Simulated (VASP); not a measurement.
Set up this calculation in VASP 6.6.1, as the native input.

```
Task                   : relaxation of the atoms
Functional             : PBEsol
Potentials or basis    : VASP PAW PBE potentials, release 64 (W_sv)
Cutoff                 : 600 eV
k mesh                 : 16 × 16 × 16
Occupations            : methfessel-paxton, width 0.1 eV
Spin                   : no spin polarisation
Further INCAR settings : ALGO = Fast; EDIFF = 1e-07; IBRION = 2; EDIFFG = -0.01; NSW = 40
```

The structure of W lies in POSCAR:

```
W                                       
1.0
   -1.5562850203      1.5562850203      1.5562850203
    1.5562850203     -1.5562850203      1.5562850203
    1.5562850203      1.5562850203     -1.5562850203
  W             
     1
Direct
     0.0000000000000000    0.0000000000000000    0.0000000000000000
```

The cell isn't the ideal one: a relaxed cell with its volume scaled by 0.96.

One way to write it, as run:

INCAR

```
SYSTEM = W
ALGO = Fast
EDIFF = 1E-7
EDIFFG = -0.01
ENCUT = 600
GGA = PS
IBRION = 2
ISIF = 2
ISMEAR = 1
LASPH = .TRUE.
LCHARG = .FALSE.
LREAL = .FALSE.
LWAVE = .FALSE.
NELM = 80
NSW = 40
PREC = Accurate
SIGMA = 0.1
```

KPOINTS

```
k-points
0
G
  16 16 16
  0 0 0
```

Potentials or basis: VASP PAW PBE potentials, release 64 (W_sv).

Run with:

```console
$ cat potpaw_PBE.64/W_sv/POTCAR > POTCAR
$ mpirun -np 1 vasp_std > vasp.out
```

Results of the run:

The pressure after relaxing is 14.6 GPa and the band gap on the k mesh is none (metal or under the smearing width).

Caveat: the relaxation stopped at its first step, so nothing moved; the PAW data sets were made with another functional, which shifts forces and pressure a little.

It took 10 s on 1 thread of Intel(R) Xeon(R) 6975P-C (Granite Rapids) (shared host), peak memory 0.16 GiB.
